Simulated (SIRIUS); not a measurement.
**GaP under changes of volume**

One of the cells (20.645 Å³/atom); the others are scaled copies at fixed shape and fractional positions:

```
CELL_PARAMETERS angstrom
0.00000 2.74330 2.74330
2.74330 0.00000 2.74330
2.74330 2.74330 0.00000
ATOMIC_POSITIONS crystal
Ga 0.00000 0.00000 0.00000
P 0.75000 0.75000 0.75000
```

* Program: SIRIUS 7.10.0
* Functional: PBEsol
* Potentials or basis: PseudoDojo 0.4.1 PBEsol standard (scalar relativistic)
* Cutoff: 1102 eV
* Density cutoff: 4408 eV
* k mesh: 8 × 8 × 8
* Occupations: fermi-dirac, width 0.05 eV
* Spin: no spin polarisation

```csv
volume (Å³/atom),energy over the lowest point (meV/atom),pressure (GPa),gap on the mesh (eV)
19.026,16.35,5.3,1.38
19.431,?,?,?
19.836,0.00,1.2,1.48
20.645,2.33,-2.1,1.52
21.050,9.32,-3.5,1.42
21.455,19.66,-4.7,1.27
```

Problem. What does the run at 19.431 Å³/atom give?

Solution. Energy over the lowest point 5.58 meV/atom; pressure 3.2 GPa; gap on the mesh 1.43 eV.

Worked out: A Birch-Murnaghan fit of order 3 (a polynomial in V^(-2/3)) to the other rows has its minimum at 20.12 Å³/atom with B0 = V·E''(V) = 85 GPa and B' = 4.5. It gives 5.57 meV/atom at 19.431 Å³/atom, against the run's 5.58, and -dE/dV = 3.2 GPa, against 3.2. A parabola through the other rows of the gap, of slope 3.63 eV per unit of ln V there, gives 1.47 eV, against the run's 1.43.

Energies are extrapolated to zero smearing.

A mesh can miss the band edges. Spin-orbit coupling on Ga is left out.
